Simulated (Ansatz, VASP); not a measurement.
**Al2Au in VASP and in Ansatz**

POSCAR

```
Al2Au
1.0
    0.0000000000      3.0021148700      3.0021148700
    3.0021148700      0.0000000000      3.0021148700
    3.0021148700      3.0021148700      0.0000000000
Au Al
1 2
Direct
    0.0000000000      0.0000000000      0.0000000000
    0.2500000000      0.2500000000      0.2500000000
    0.7500000000      0.7500000000      0.7500000000
```

File INCAR.step1:

```
SYSTEM = Al2Au
  PREC = Accurate
  ENCUT = 520
  ISMEAR = -1
  SIGMA = 0.1
  LREAL = .FALSE.
  LASPH = .TRUE.
  NELM = 100
  NBANDS = 16
  GGA = PE
  ALGO = Normal
  EDIFF = 1E-4
  LWAVE = .TRUE.
  LCHARG = .FALSE.
```

Contents of INCAR.step2:

```
SYSTEM = Al2Au
  PREC = Accurate
  ENCUT = 520
  EDIFF = 1E-6
  ISMEAR = -1
  SIGMA = 0.1
  LREAL = .FALSE.
  LASPH = .TRUE.
  NELM = 100
  ALGO = Normal
  ISIF = 2
  LWAVE = .FALSE.
  LCHARG = .FALSE.
  METAGGA = R2SCAN
  LMIXTAU = .TRUE.
  NBANDS = 16
  ISTART = 1
```

The input KPOINTS:

```
Automatic mesh
0
G
  10 10 10
  0 0 0
```

Input for Ansatz:

```yaml
crystal:
  lattice:
    - [0.0, 3.00211487, 3.00211487]
    - [3.00211487, 0.0, 3.00211487]
    - [3.00211487, 3.00211487, 0.0]
  atoms:
    - { symbol: Au, position: [0.0, 0.0, 0.0] }
    - { symbol: Al, position: [0.25, 0.25, 0.25] }
    - { symbol: Al, position: [0.75, 0.75, 0.75] }
  symmetry: { tolerance: 0.0003 }
kpoints:
  mp_grid: { grid: [10, 10, 10], shift: [0, 0, 0] }
  band_path:
    path:
      - [0.0, 0.0, 0.0]
      - [0.5, 0.0, 0.5]
      - [0.625, 0.25, 0.625]
      - [0.375, 0.375, 0.75]
      - [0.0, 0.0, 0.0]
      - [0.5, 0.5, 0.5]
      - [0.5, 0.25, 0.75]
      - [0.5, 0.0, 0.5]
    npoints: 8
magnetization:
  spin_polarized: false
scf:
  occupations: { method: fermi_dirac }
  lower_state_search: "off"
  max_iter: 200
hamiltonian:
  pseudopotentials: { kind: paw }
  xc: r2scan
basis:
  ecutwfc: 500
  fft_grid_basis: typed
output:
  forces: true
  stress: true
  eigenvalues: true
  bader: true
  populations: true
  elf: true
  write_potential: true
  volumetric_format: npy
  dos:
    e_range: [-12, 8]
    de: 0.05
    projected: { site_lists: { Al: [Al], Au: [Au] } }
checkpoint:
  read: saved_state
```

Alike in both runs: task single point; functional r2SCAN; k mesh 10 × 10 × 10; no spin polarisation.

|  | VASP | Ansatz |
| --- | --- | --- |
| version | VASP 6.6.1 | Ansatz 0.2.0 |
| potentials or method | VASP PAW PBE potentials, release 64 (Au, Al) | PAW plane waves |
| plane-wave cutoff (eV) | 520 | 500 |
| occupations | fermi-dirac, width 0.1 eV | fermi-dirac |
| valence electrons in the cell | 17 | 25 |

VASP gave:

| Property | Result |
| --- | --- |
| pressure (GPa) | 0.1 |

Question: Estimate Ansatz's values.

Answer: Pressure (GPa): 0.4.

The two sets of potentials don't hold the same shells in valence.

Caveats: the PAW data sets were made with another functional, which shifts forces and pressure a little (VASP). Spin-orbit coupling is left out, which matters for the levels of Au.
